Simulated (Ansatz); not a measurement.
## Ni3Al: energy against volume and a worked fit

```cif
data_structure
_symmetry_space_group_name_H-M 'Fm-3m'
_symmetry_Int_Tables_number 225
_cell_length_a 5.6038
_cell_length_b 5.6038
_cell_length_c 5.6038
_cell_angle_alpha 90.000
_cell_angle_beta 90.000
_cell_angle_gamma 90.000
_cell_volume 175.97
loop_
_atom_site_label
_atom_site_type_symbol
_atom_site_symmetry_multiplicity
_atom_site_Wyckoff_symbol
_atom_site_fract_x
_atom_site_fract_y
_atom_site_fract_z
_atom_site_occupancy
Ni1 Ni 8 c 0.25000 0.25000 0.75000 1
Ni2 Ni 4 a 0.00000 0.00000 0.00000 1
Al1 Al 4 b 0.50000 0.00000 0.00000 1
```

The cell comes from a database or a generator and needn't be the stable form of this composition.

The cell was scaled at fixed shape and fractions and run with Ansatz, all-electron LAPW, scalar-relativistic; LDA, k mesh 8 × 8 × 8 on the cell of 4 atoms, fermi-dirac occupations of 0.05 eV, collinear spin, ferromagnetic start, no spin-orbit coupling. Energies are those that the program minimises, any entropy of the smearing included. For a metal such a mesh isn't converged to the digits shown. The moments vanished.

```csv
V (Å³/atom),energy over the lowest row (meV/atom)
10.3383,4.43
10.5583,0.00
10.7783,1.93
10.9982,9.54
11.2182,?
11.4382,39.36
11.6581,60.52
```

Fit the third-order Birch-Murnaghan form, give V0, B0 and B′, and predict the energy left open.

With y = (V0/V)^(2/3), E = E0 + (9 V0 B0/16) [(y - 1)³ B′ + (y - 1)² (6 - 4y)]. Least squares through the rows shown give V0 = 10.5976 Å³/atom, E0 = -0.10 meV, B0 = 218.6 GPa (1 eV/Å³ = 160.218 GPa) and B′ = 4.59, with a largest miss of 0.01 meV. At V = 11.2182 the form with these constants gives 22.20 meV; the run gave 22.20 meV an atom.
